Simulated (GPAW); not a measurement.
# PbSe (Clausthalite) (Fm-3m) in GPAW: a series of runs, part 2 of 2

GPAW 26.7.0. Earlier steps stand in the parts before.

## 5. Single point, PBE

Contents of run.py:

```python
from ase import Atoms
from ase.dft.bandgap import bandgap
from ase.io import write
from ase.units import GPa
from gpaw import GPAW, PW

atoms = Atoms(['Pb', 'Se'],
              cell=[[0.0, 3.06065, 3.06065],
                    [3.06065, 0.0, 3.06065],
                    [3.06065, 3.06065, 0.0]],
              scaled_positions=[[0.0, 0.0, 0.0],
                                [0.5, 0.5, 0.5]],
              pbc=True)

calc = GPAW(mode=PW(600),
            xc='PBE',
            kpts={'size': (8, 8, 8), 'gamma': True},
            occupations={'name': 'methfessel-paxton', 'order': 0, 'width': 0.028999999999999998},
            nbands=19,
            convergence={'density': 1e-05, 'energy': 1e-05},
            maxiter=150,
            txt='gpaw.txt')
atoms.calc = calc
energy = atoms.get_potential_energy()
forces = atoms.get_forces()
stress = atoms.get_stress()
calc.write('gs.gpw')
write('result.traj', atoms)
print(f'Energy: {energy:.6f} eV')
print('Forces (eV/A):')
print(forces.round(4))
print('Stress (GPa):', (stress / GPa).round(3))
print('Fermi level:', round(calc.get_fermi_level(), 4), 'eV')
print(f'Gap: {bandgap(calc)[0]:.4f} eV, direct: {bandgap(calc, direct=True)[0]:.4f} eV')
```

Potentials or basis: GPAW PAW data sets (gpaw-data 1.2.1), pw.

Command:

```
$ OMP_NUM_THREADS=1 python run.py
```

gpaw.txt:

```text
__  _  _
 | _ |_)|_||  |
 |__||  | ||/\| - 26.7.0

Input parameters:
  mode=PW(ecut=600.0),
  convergence={'density': 1e-05, 'energy': 1e-05},
  kpts=MonkhorstPack(size=(8, 8, 8), gamma=True),
  maxiter=150,
  nbands=19,
  occupations=Occupations(name='methfessel-paxton', order=0, width=0.028999999999999998),
  xc=XC(name='PBE')

Diagonalizing LCAO Hamiltonian
Converting LCAO to pw mode

                Se

       Pb

Atoms  # Å, Bohr magnetons
|   | symbol |        x |        y |        z |    initial magnetic moments |
|---|--------|----------|----------|----------|-----------------------------|
| 0 |     Pb | 0.000000 | 0.000000 | 0.000000 | ( 0.0000,  0.0000,  0.0000) |
| 1 |     Se | 3.060650 | 3.060650 | 3.060650 | ( 0.0000,  0.0000,  0.0000) |

Unit cell  # Å
| periodic |        x |        y |        z |  lengths |    angles |
|----------|----------|----------|----------|----------|-----------|
|      yes | 0.000000 | 3.060650 | 3.060650 | 4.328413 | 60.000000 |
|      yes | 3.060650 | 0.000000 | 3.060650 | 4.328413 | 60.000000 |
|      yes | 3.060650 | 3.060650 | 0.000000 | 4.328413 | 60.000000 |

Number of symmetries: 48
Symmetry operations  # r_c * U_cc + t_c -> r_c
|    | kind |            matrix            |
|----|------|------------------------------|
|  0 |  σ   |  1, 0, 0,  1, 0,-1,  1,-1, 0 |
|  1 |  C2  |  1, 0, 0,  1,-1, 0,  1, 0,-1 |
|  2 |  E   |  1, 0, 0,  0, 1, 0,  0, 0, 1 |
|  3 |  σ   |  1, 0, 0,  0, 0, 1,  0, 1, 0 |
|  4 |  C4  |  1, 0,-1,  1, 0, 0,  1,-1, 0 |
|  5 |  S6  |  1, 0,-1,  1,-1, 0,  1, 0, 0 |
|  6 |  σ   |  1, 0,-1,  0, 1,-1,  0, 0,-1 |
|  7 |  C3  |  1, 0,-1,  0, 0,-1,  0, 1,-1 |
|  8 |  S6  |  1,-1, 0,  1, 0, 0,  1, 0,-1 |
|  9 |  C4  |  1,-1, 0,  1, 0,-1,  1, 0, 0 |
| 10 |  C3  |  1,-1, 0,  0,-1, 1,  0,-1, 0 |
| 11 |  σ   |  1,-1, 0,  0,-1, 0,  0,-1, 1 |
| 12 |  σ   |  0, 1, 0,  1, 0, 0,  0, 0, 1 |
| 13 |  C4  |  0, 1, 0,  0, 1,-1, -1, 1, 0 |
| 14 |  C3  |  0, 1, 0,  0, 0, 1,  1, 0, 0 |
| 15 |  S6  |  0, 1, 0, -1, 1, 0,  0, 1,-1 |
| 16 |  C2  |  0, 1,-1,  1, 0,-1,  0, 0,-1 |
| 17 |  σ   |  0, 1,-1,  0, 1, 0, -1, 1, 0 |
| 18 |  S4  |  0, 1,-1,  0, 0,-1,  1, 0,-1 |
| 19 |  C4  |  0, 1,-1, -1, 1, 0,  0, 1, 0 |
| 20 |  C3  |  0, 0, 1,  1, 0, 0,  0, 1, 0 |
| 21 |  σ   |  0, 0, 1,  0, 1, 0,  1, 0, 0 |
| 22 |  S6  |  0, 0, 1,  0,-1, 1, -1, 0, 1 |
| 23 |  C4  |  0, 0, 1, -1, 0, 1,  0,-1, 1 |
| 24 |  S4  |  0, 0,-1,  1, 0,-1,  0, 1,-1 |
| 25 |  C3  |  0, 0,-1,  0, 1,-1,  1, 0,-1 |
| 26 |  C2  |  0, 0,-1,  0,-1, 0, -1, 0, 0 |
| 27 |  S6  |  0, 0,-1, -1, 0, 0,  0,-1, 0 |
| 28 |  S4  |  0,-1, 1,  1,-1, 0,  0,-1, 0 |
| 29 |  C4  |  0,-1, 1,  0, 0, 1, -1, 0, 1 |
[... 107 lines left out ...]
    |   4s |  2.000 |     -17.277 |    0.847 |
    |   4p |  4.000 |      -6.512 |    1.005 |
    |    s |        |       9.935 |    0.847 |
    |    p |        |      20.699 |    1.005 |
    |    d |        |       0.000 |    0.847 |

    Using partial waves for Se as LCAO basis

Reference energy: -633377.995495  # eV

eigensolver:
  PPCG
  Converge bands: occupied
  niter=2

density mixing:
  MSR1-Mixer
  Pratt-step length: 0.05
  Maximum mixing coefficient: 0.75
  Old densities: 10
  SVD Regularization: 0.005
  Good broyden scale: 1.0
  Trust region scale: 1.0
  Backstep threshold: 4.0
  History deletion threshold: 6.0
  Fourier metric: weight=20.0, sigma=0.015

occupation numbers:
  Methfessel-Paxton:
    width: 0.0290  # eV
    order: 0

poisson solver:
  ecut: 4800.0  # eV

xc functional:
  name: PBE with 2 nearest neighbor stencil

convergence criteria:
- Maximum integral of absolute [dens]ity change: 1e-05 electrons / valence electron
- Maximum [total energy] change in last 3 cyles: 1e-05 eV / valence electron
- Maximum integral of absolute [eigenst]ate change: 4e-08 eV^2 / valence electron
maximum number of iterations: 150

SCF iterations
|iter     | |      energy | eigst |  dens |
|---------|-|-------------|-------|-------|
|iter:   1| |   -8.650817 | -0.26 |       |
|iter:   2| |   -8.591118 | -2.07 | -1.23 |
|iter:   3| |   -8.397270 | -1.90 | -1.28 |
|iter:   4| |   -8.398904 | -3.76 | -1.89 |
|iter:   5| |   -8.399586 | -4.32 | -2.29 |
|iter:   6| |   -8.399612 | -5.59 | -3.23 |
|iter:   7| |   -8.399615c| -6.72 | -3.76 |
|iter:   8| |   -8.399615c| -7.69c| -4.47 |
|iter:   9| |   -8.399615c| -7.81c| -5.22c|

Converged in 9 steps
Energy contributions relative to reference atoms: (reference = -633377.995495)

Energy contributions:
  Kinetic:          19.960768
  Coulomb:         -20.085754
  Zero:             -0.062266
  External:          0.000000
  Xc:               -8.212363
  Entropy:          -0.000000
  Spinorbit:         0.000000
  ----------------------------
  Free energy:      -8.399615
  Extrapolated:     -8.399615

dipole moment: (-25.874213, -25.874213, -25.874213)  # |e|*Ang

Fermi level: 6.259
Eigenvalues  # (at kpt = [0.000, 0.000, 0.000])
| band index |      eig [eV] | occ [0-2] |
|------------|---------------|-----------|
|          0 |       -10.722 |     2.000 |
|        ... |               |           |
|          2 |       -10.720 |     2.000 |
|          3 |       -10.720 |     2.000 |
|          4 |       -10.720 |     2.000 |
|          5 |        -7.475 |     2.000 |
|          6 |        -0.127 |     2.000 |
|          7 |         4.217 |     2.000 |
[... 9 lines left out ...]
|         17 |        14.532 |     0.000 |
|         18 |        15.113 |     0.000 |

Gap: 0.242 eV
Transition (v -> c):
  (s=0, k=28, n=9, [0.50, 0.50, 0.50]) -> (s=0, k=28, n=10, [0.50, 0.50, 0.50])
No difference between direct/indirect transitions

Forces  # eV/Ang
|       x |        y |        z |
|---------|----------|----------|
| 0.00000 | -0.00000 |  0.00000 |  # Pb   0
| 0.00000 |  0.00000 | -0.00000 |  # Se   1

Stress tensor  # eV/Ang^3
|         x |         y |         z |
|-----------|-----------|-----------|
| -0.013862 |  0.000000 |  0.000000 |
|  0.000000 | -0.013862 |  0.000000 |
|  0.000000 |  0.000000 | -0.013862 |

# Writing to gs.gpw (mode='')
```

It took 18 s on 1 thread of Arm Neoverse V1, shared host; peak memory 0.17 GiB.

Results:

```yaml
Free_energy: -8.3996 eV
Pressure: 2.2 GPa
Band_gap_on_the_k_mesh: 0.24 eV, direct
```

Levels at points of the mesh, in eV from the valence-band top:
| k point | band 7 | band 8 | band 9 | band 10 | band 11 | band 12 | band 13 | band 14 |
| --- | --- | --- | --- | --- | --- | --- | --- | --- |
| (0.00, 0.00, 0.00) | -6.27 | -1.93 | -1.93 | -1.93 | 4.65 | 4.65 | 4.65 | 6.49 |
| (0.50, 0.50, 0.00) | -7.34 | -5.03 | -3.28 | -3.28 | 3.66 | 5.55 | 5.55 | 5.99 |
| (0.50, 0.50, 0.50) | -8.78 | -1.51 | -1.51 | 0.00 | 0.24 | 1.63 | 1.63 | 8.52 |

Caveat: spin-orbit coupling is left out, which as a rule narrows the gap of such compounds by several tenths of an eV.

## 6. Single point, PBE

Contents of run.py:

```python
from ase.dft.bandgap import bandgap
from ase.io import read, write
from ase.units import GPa
from gpaw import GPAW, PW

atoms = read('PbSe.xyz')

calc = GPAW(mode=PW(600),
            xc='PBE',
            kpts={'size': (8, 8, 8), 'gamma': True},
            occupations={'name': 'methfessel-paxton', 'order': 0, 'width': 0.03},
            nbands=19,
            convergence={'density': 1e-05, 'energy': 1e-05},
            maxiter=150,
            txt='gpaw.txt')
atoms.calc = calc
energy = atoms.get_potential_energy()
forces = atoms.get_forces()
stress = atoms.get_stress()
calc.write('gs.gpw')
write('result.traj', atoms)
print(f'Energy: {energy:.6f} eV')
print('Forces (eV/A):')
print(forces.round(4))
print('Stress (GPa):', (stress / GPa).round(3))
print('Fermi level:', round(calc.get_fermi_level(), 4), 'eV')
print(f'Gap: {bandgap(calc)[0]:.4f} eV, direct: {bandgap(calc, direct=True)[0]:.4f} eV')
```

Contents of PbSe.xyz:

```xyz
2
Lattice="0.0000000000 3.0606500000 3.0606500000 3.0606500000 0.0000000000 3.0606500000 3.0606500000 3.0606500000 0.0000000000" Properties=species:S:1:pos:R:3 pbc="T T T"
Pb     0.0000000000      0.0000000000      0.0000000000
Se     3.0606500000      3.0606500000      3.0606500000
```

Potentials or basis: GPAW PAW data sets (gpaw-data 1.2.1), pw.

Command:

```
$ OMP_NUM_THREADS=1 python run.py
```

It took 18 s on 1 thread of Arm Neoverse V1, shared host; peak memory 0.17 GiB.

Results (log left out):

```yaml
Free_energy: -8.3996 eV
Pressure: 2.2 GPa
Band_gap_on_the_k_mesh: 0.24 eV, direct
```

Levels at points of the mesh, in eV from the valence-band top:
| k point | band 7 | band 8 | band 9 | band 10 | band 11 | band 12 | band 13 | band 14 |
| --- | --- | --- | --- | --- | --- | --- | --- | --- |
| (0.00, 0.00, 0.00) | -6.27 | -1.93 | -1.93 | -1.93 | 4.65 | 4.65 | 4.65 | 6.49 |
| (0.50, 0.50, 0.00) | -7.34 | -5.03 | -3.28 | -3.28 | 3.66 | 5.55 | 5.55 | 5.99 |
| (0.50, 0.50, 0.50) | -8.78 | -1.51 | -1.51 | 0.00 | 0.24 | 1.63 | 1.63 | 8.52 |

Caveat: spin-orbit coupling is left out, which as a rule narrows the gap of such compounds by several tenths of an eV.

## 7. Summary

| task | level | potentials or basis | cell | k mesh | cutoff (eV) | smearing | random start of the orbitals | eigensolver | optimizer | fmax | max steps | gap on the mesh (eV) | pressure (GPa) |
| --- | --- | --- | --- | --- | --- | --- | --- | --- | --- | --- | --- | --- | --- |
| electron localisation function | LDA | PAW data sets generated in the run's folder for this functional, pw | as given | 5 × 5 × 5 | 510 | fermi-dirac 0.01 eV | yes | - | - | - | - | - | -2.6 |
| relaxation of cell and atoms | BLYP+D3(BJ) | PAW data sets generated in the run's folder for this functional, pw | relaxed to -2 GPa | 8 × 8 × 8 | 600 | fermi-dirac 0.05 eV | - | davidson | BFGS | 0.02 eV/Å | 40 | 0.56 | -2.0 |
| single point | PBE | GPAW PAW data sets (gpaw-data 1.2.1), pw | as given | 8 × 8 × 8 | 600 | gaussian 0.029 eV | - | - | - | - | - | 0.24 | 2.2 |
| single point | PBE | GPAW PAW data sets (gpaw-data 1.2.1), pw | as given | 8 × 8 × 8 | 600 | gaussian 0.03 eV | - | - | - | - | - | 0.24 | 2.2 |

Alike in all rows: no spin polarisation.

Caveats: spin-orbit coupling is left out, which as a rule narrows the gap of such compounds by several tenths of an eV (some runs); the cutoff is short for stress and forces, so pressures can be off by a GPa or more (some runs); later steps reuse the first step's grids (some runs).

Total energies depend on the potentials used, so only differences within one code and one set of settings carry meaning.

## 8. How close it comes

Step 5. Against the measured gap of PbSe, 0.28 eV (direct; 300 K; a printed reference work, monograph), the calculated 0.24 eV is off by -0.04 eV. 2 values of this kind are on record (0.15 to 0.28 eV); this one was drawn at random. Spin-orbit coupling on Pb, Se is left out. The value is that of PBE on a finite k mesh, which can miss the band edges, without temperature or zero-point motion. Semilocal functionals fall short of measured gaps as a rule.

Step 6. A measured gap of PbSe is 0.15 eV (direct; 4.2 K; a printed reference work, monograph); the calculated 0.24 eV misses it by +0.09 eV. 2 values of this kind are on record (0.15 to 0.28 eV); this one was drawn at random. Spin-orbit coupling on Pb, Se is left out. The value is that of PBE on a finite k mesh, which can miss the band edges, without temperature or zero-point motion.
